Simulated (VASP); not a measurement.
# Sc₄Al₁₁: saddle point by the improved dimer method

Sc₄Al₁₁, defect, 15 atoms in the cell. PBE, improved dimer method; PAW potentials Sc_sv, Al (PBE set).

Path: a Al atom hops into a neighbouring Al vacancy; Length of the hop (Å): 2.891; Atoms free in the vibrations (from 0): 0, 2, 7, 11, 13.

## Input

INCAR.step1:
```
ALGO = Normal
EDIFF = 1E-7
EDIFFG = -0.005
ENCUT = 250
IBRION = 2
ISIF = 2
ISMEAR = 1
ISYM = 0
KPAR = 8
LASPH = True
LCHARG = False
LREAL = False
LWAVE = False
NELM = 100
NSW = 100
POTIM = 0.5
PREC = Accurate
SIGMA = 0.1
```

INCAR.step2, as INCAR.step1 but for:
```
- EDIFF = 1E-7
- EDIFFG = -0.005
+ EDIFF = 1E-6
+ EDIFFG = -0.02
```

INCAR.step3, as INCAR.step2 but for:
```
- IBRION = 2
- ISIF = 2
- NSW = 100
- POTIM = 0.5
+ IBRION = 44
+ NSW = 300
```

INCAR.step4, as INCAR.step3 but for:
```
- EDIFF = 1E-6
- EDIFFG = -0.02
- IBRION = 44
- NSW = 300
+ EDIFF = 1E-7
+ IBRION = 5
+ NFREE = 2
+ NSW = 1
+ POTIM = 0.015
```

KPOINTS:
```
k-points
0
Gamma
  3 3 3
```

POSCAR.step1:
```
Sc4Al11
1.0
   -4.0878065700      4.0878065700      4.0878065700
    4.0878065700     -4.0878065700      4.0878065700
    4.0878065700      4.0878065700     -4.0878065700
Sc Al
4 11
Direct
    0.0000000000      0.0000000000      0.0000000000
    0.5000000000      0.5000000000      0.0000000000
    0.5000000000      0.0000000000      0.5000000000
    0.0000000000      0.5000000000      0.5000000000
    0.7500000000      0.7500000000      0.5000000000
    0.7500000000      0.2500000000      0.0000000000
    0.2500000000      0.7500000000      0.0000000000
    0.5000000000      0.2500000000      0.2500000000
    0.0000000000      0.7500000000      0.2500000000
    0.0000000000      0.2500000000      0.7500000000
    0.5000000000      0.7500000000      0.7500000000
    0.2500000000      0.5000000000      0.2500000000
    0.7500000000      0.0000000000      0.2500000000
    0.7500000000      0.5000000000      0.7500000000
    0.2500000000      0.0000000000      0.7500000000
```

POSCAR.step2:
```
Sc4Al11
1.0
   -4.0878065700      4.0878065700      4.0878065700
    4.0878065700     -4.0878065700      4.0878065700
    4.0878065700      4.0878065700     -4.0878065700
Sc Al
4 11
Direct
    0.0000000000      0.0000000000      0.0000000000
    0.5000000000      0.5000000000      0.0000000000
    0.5000000000      0.0000000000      0.5000000000
    0.0000000000      0.5000000000      0.5000000000
    0.7500000000      0.7500000000      0.5000000000
    0.7500000000      0.2500000000      0.0000000000
    0.2500000000      0.7500000000      0.0000000000
    0.2500000000      0.2500000000      0.5000000000
    0.0000000000      0.7500000000      0.2500000000
    0.0000000000      0.2500000000      0.7500000000
    0.5000000000      0.7500000000      0.7500000000
    0.2500000000      0.5000000000      0.2500000000
    0.7500000000      0.0000000000      0.2500000000
    0.7500000000      0.5000000000      0.7500000000
    0.2500000000      0.0000000000      0.7500000000
```

POSCAR.step3:
```
Sc4Al11                                 
1.0
   -4.0878065700      4.0878065700      4.0878065700
    4.0878065700     -4.0878065700      4.0878065700
    4.0878065700      4.0878065700     -4.0878065700
Sc Al
4 11
Direct
    0.9956186722      1.0010982925      0.9829742378
    0.5075553752      0.4999136603     -0.0107553063
    0.5081650479      0.9880273096      0.4887234215
    1.0097825424      0.5090978566      0.5013224561
    0.7529140104      0.7439241003      0.4877494074
    0.7566158017      0.2482812663      0.9940311973
    0.2596502839      0.7551635090      0.9945290761
    0.3831830165      0.2519471070      0.3714242060
    0.0153652131      0.7570508587      0.2443311507
    0.0122887488      0.2515710515      0.7380898100
    0.5082322575      0.7472307442      0.7375715645
    0.2607080153      0.5027360057      0.2437783156
    0.7595974558     -0.0053369059      0.2391661317
    0.7599394077      0.4973148438      0.7374250348
    0.2577663821      0.0028966590      0.7407601762

   -0.0436875487     -0.0001500460      0.0435369435
   -0.0569179219     -0.0133654900      0.0570537457
   -0.0436909915      0.0001373548      0.0435523082
   -0.0569183206      0.0133730542      0.0570653820
   -0.0611053750      0.0000212126      0.0384554370
   -0.0395034276      0.0000224244      0.0384553291
   -0.0395095721     -0.0000194324      0.0621517806
    0.6815744644     -0.0000193288     -0.6818019618
   -0.0621869256      0.0000067493      0.0396992092
   -0.0384194306     -0.0000054326      0.0397042378
   -0.0384194011     -0.0000035358      0.0609069112
   -0.0610958525     -0.0000350884      0.0608867219
   -0.0395001431     -0.0237312584      0.0397236752
   -0.0611075017      0.0000362456      0.0609290671
   -0.0395120524      0.0237325715      0.0396812132
```

POSCAR.step4:
```
Sc4Al11
1.0
   -4.0878065700      4.0878065700      4.0878065700
    4.0878065700     -4.0878065700      4.0878065700
    4.0878065700      4.0878065700     -4.0878065700
Sc Al
4 11
Selective dynamics
Direct
    0.9939244881      0.9910040110      0.9767198357  T T T
    0.5064874640      0.4964892920      0.9892369530  F F F
    0.5134737562      0.9911027342      0.4963628056  T T T
    0.0062590159      0.4964005021      0.4891951403  F F F
    0.7499944201      0.7345482754      0.4837746581  F F F
    0.7468062282      0.2407255752      0.9929869440  F F F
    0.2717051600      0.7677935111      0.9952421941  F F F
    0.4048496420      0.2931189089      0.3876394482  T T T
    0.0123009473      0.7677578474      0.2546203086  F F F
    0.0099647345      0.2405505106      0.7296387542  F F F
    0.5007965011      0.7345046266      0.7328844821  F F F
    0.2303769141      0.5003351017      0.2134545034  T T T
    0.7571957406      0.9980017518      0.2401232503  F F F
    0.7860704082      0.5004431809      0.7690430278  T T T
    0.2571768102      0.9981405297      0.7401985741  F F F
```

POSCAR.step5:
```
Sc4Al11
1.0
   -4.0878065700      4.0878065700      4.0878065700
    4.0878065700     -4.0878065700      4.0878065700
    4.0878065700      4.0878065700     -4.0878065700
Sc Al
4 11
Selective dynamics
Direct
    0.9978084788      0.9978084741      0.9956168369  T T T
    0.5021912521      0.5021913187      0.0043828917  F F F
    0.5021908086      0.9978090158      0.4999999252  T T T
    0.9978090073      0.5021908874      0.5000000427  F F F
    0.7500006737      0.7500007552      0.5000014572  F F F
    0.7500001684      0.2499996152      0.9999997985  F F F
    0.2499995890      0.7500003446      0.9999999536  F F F
    0.4964864688      0.2504240162      0.2539367984  T T T
    0.0035128285      0.7574503209      0.2539367894  F F F
    0.0035133354      0.2495753703      0.7460629752  F F F
    0.4964876901      0.7425497472      0.7460629513  F F F
    0.2504240732      0.4964864039      0.2539368107  T T T
    0.7574504053      0.0035128061      0.2539368238  F F F
    0.7425498330      0.4964876715      0.7460629585  T T T
    0.2495753879      0.0035132528      0.7460629869  F F F
```

Commands (each step's output is kept before the next begins):
```
cat potpaw_PBE.64/Sc_sv/POTCAR potpaw_PBE.64/Al/POTCAR > POTCAR
cp INCAR.step1 INCAR
cp POSCAR.step1 POSCAR
mpirun -np 8 vasp_std > vasp.out
cp INCAR.step2 INCAR
cp POSCAR.step2 POSCAR
mpirun -np 8 vasp_std > vasp.out
# the block under the positions in POSCAR is the starting axis: the straight line between the two relaxed ends
cp INCAR.step3 INCAR
cp POSCAR.step3 POSCAR
mpirun -np 8 vasp_std > vasp.out
# POSCAR: the saddle point
cp INCAR.step4 INCAR
cp POSCAR.step4 POSCAR
mpirun -np 8 vasp_std > vasp.out
# POSCAR: the relaxed minimum
cp POSCAR.step5 POSCAR
mpirun -np 8 vasp_std > vasp.out
```

## Result

- Barrier (eV): 0.981
- Barrier with zero-point energies (eV): 0.982
- Imaginary frequency (cm⁻¹): 139
- Imaginary modes at the saddle: 1
- Attempt frequency (THz): 3.1
- Force evaluations of the dimer: 40
- Largest force left (eV/Å): 0.0172
- Ionic steps, all stages: 118
- Electronic steps, all stages: 777

Vibrations (cm⁻¹; a negative value is imaginary):

| Mode | Minimum | Saddle |
|---|---|---|
| 1 | 311 | 407 |
| 2 | 293 | 332 |
| 3 | 277 | 315 |
| 4 | 262 | 279 |
| 5 | 262 | 260 |
| 6 | 257 | 255 |
| 7 | 243 | 255 |
| 8 | 230 | 251 |
| 9 | 229 | 233 |
| 10 | 220 | 228 |
| 11 | 213 | 220 |
| 12 | 209 | 185 |
| 13 | 185 | 168 |
| 14 | 174 | 140 |
| 15 | 151 | -139 |

Harmonic rate, classical:

| Temperature (K) | Jumps per second |
|---|---|
| 300 | 0.0001 |
| 600 | 1.8e+04 |
| 900 | 1e+07 |

The cell is ScAl3 (16 atoms) with one Al atom missing.

Limits: the cell holds 15 atoms, so the vacancy or interstitial meets its own images and the barrier isn't that of a lone defect; the attempt frequency counts the hopping atom and the four atoms nearest to it, while all others are held.

VASP 6.6.1 took 652 s on 8 cores (AMD EPYC 9R45 (Zen 5)), a shared host.
